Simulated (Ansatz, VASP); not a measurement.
GaN: VASP beside Ansatz

Contents of INCAR:

```
PREC = Accurate
ENCUT = 520
EDIFF = 1E-6
ISMEAR = -1
SIGMA = 0.05
LREAL = F
LASPH = T
NELM = 80
ALGO = Normal
ISIF = 2
LWAVE = F
LCHARG = T
GGA = PE
LELF = T
LVHAR = T
NBANDS = 26
```

Contents of KPOINTS:

```
Automatic mesh
0
Gamma
  13 13 7
```

The input POSCAR:

```
GaN
1.0
    3.1800000000      0.0000000000      0.0000000000
   -1.5900000000      2.7539607840      0.0000000000
    0.0000000000      0.0000000000      5.1660000000
Ga N
2 2
Direct
    0.6666666667      0.3333333333      0.5000000000
    0.3333333333      0.6666666667      0.0000000000
    0.6666666667      0.3333333333      0.8750000000
    0.3333333333      0.6666666667      0.3750000000
```

Contents of input.yaml:

```yaml
crystal:
  lattice:
    - [3.18, 0.0, 0.0]
    - [-1.59, 2.753960784, 0.0]
    - [0.0, 0.0, 5.166]
  atoms:
    - { symbol: Ga, position: [0.6666666667, 0.3333333333, 0.5] }
    - { symbol: Ga, position: [0.3333333333, 0.6666666667, 0.0] }
    - { symbol: "N", position: [0.6666666667, 0.3333333333, 0.875] }
    - { symbol: "N", position: [0.3333333333, 0.6666666667, 0.375] }
hamiltonian:
  xc: pbe
  pseudopotentials: { kind: paw }
kpoints:
  mp_grid: { grid: [13, 13, 7] }
scf:
  occupations: { method: fermi_dirac, width: 0.05 }
output:
  forces: true
  stress: true
  eigenvalues: true
```

Alike in both runs: task single point; functional PBE; k mesh 13 × 13 × 7; occupations fermi-dirac, width 0.05 eV; no spin polarisation.

|  | VASP | Ansatz |
| --- | --- | --- |
| version | VASP 6.6.1 | Ansatz 0.2.0 |
| potentials or method | VASP PAW PBE potentials, release 64 (Ga_d, N) | Ansatz PAW |
| plane-wave cutoff (eV) | 520 | 420 |
| valence electrons in the cell | 36 | 36 |

|  | VASP | Ansatz | Ansatz less VASP |
| --- | --- | --- | --- |
| gap on the k mesh at the Fermi level (eV) | 1.97 | 1.96 | -0.008 |
| least direct gap on the mesh (eV) | 1.97 | 1.96 | -0.008 |
| pressure (GPa) | 7.4 | 7.3 | -0.07 |
| largest component of the traceless stress (GPa) | 1.45 | 1.44 | -0.012 |
| rms of the force components (eV/Å) | 0.078 | 0.079 | +0.0014 |

Atom by atom the forces differ by 0.001 eV/Å (rms over components).

Caveats: odd divisions of the mesh miss points on the zone boundary, where band edges often lie, so the gap on the mesh can be too wide (Ansatz); the pressure holds a Pulay correction of +0.5 GPa for the finite cutoff (Ansatz).
